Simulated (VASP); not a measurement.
Set up this calculation in VASP 6.6.1, as the native input.

```
Task                   : band structure
Functional             : PBE
Potentials or basis    : VASP PAW PBE potentials, release 64 (In_d, Sb)
Cutoff                 : 520 eV
k mesh                 : 6 × 6 × 6
Occupations            : gaussian, width 0.03 eV
Spin                   : spin-orbit coupling, no magnetisation
Further INCAR settings : ALGO = Normal; EDIFF = 1e-07; NBANDS = 30
```

The structure of InSb lies in POSCAR:

```
InSb                                    
1.0
    0.0000000000      3.2603245817      3.2603245817
    3.2603245817      0.0000000000      3.2603245817
    3.2603245817      3.2603245817      0.0000000000
  In              Sb            
     1     1
Direct
     0.0000000000000000    0.0000000000000000    0.0000000000000000
     0.2500000000000000    0.2500000000000000    0.2500000000000000
```

One way to write it, as run:

INCAR

```
PREC = Accurate
ENCUT = 520
EDIFF = 1E-7
ISMEAR = 0
SIGMA = 0.03
LREAL = F
LASPH = T
NELM = 80
ALGO = Normal
ISIF = 2
LWAVE = F
LCHARG = F
LNONCOLLINEAR = T
MAGMOM = 0 0 0 0 0 0
LORBIT = 11
LSORBIT = T
GGA_COMPAT = F
GGA = PE
NBANDS = 30
```

KPOINTS

```
regular mesh
0
Gamma
  6 6 6
```

KPOINTS_OPT

```
explicit points
252
Reciprocal
 0.0000000000  0.0000000000  0.0000000000 1
 0.0357142857  0.0000000000  0.0357142857 1
 0.0714285714  0.0000000000  0.0714285714 1
 0.1071428571  0.0000000000  0.1071428571 1
 0.1428571429  0.0000000000  0.1428571429 1
 0.1785714286  0.0000000000  0.1785714286 1
[... 244 lines left out ...]
 0.5127584400  0.0255168800  0.5127584400 1
 0.4872415600 -0.0255168800  0.4872415600 1
```

Potentials or basis: VASP PAW PBE potentials, release 64 (In_d, Sb).

Command:

```sh
$ cat potpaw_PBE.64/In_d/POTCAR potpaw_PBE.64/Sb/POTCAR > POTCAR
$ mpirun -np 1 vasp_ncl > vasp.out
```

Results of the run:

```json
{
 "Pressure": "2.3 GPa",
 "Valence electrons inside the program's atomic spheres": "In 11.44; Sb 2.49"
}
```

Wall time 9 min on 1 thread of Intel(R) Xeon(R) 6975P-C (Granite Rapids), with other jobs on the host, peak memory 0.4 GiB.
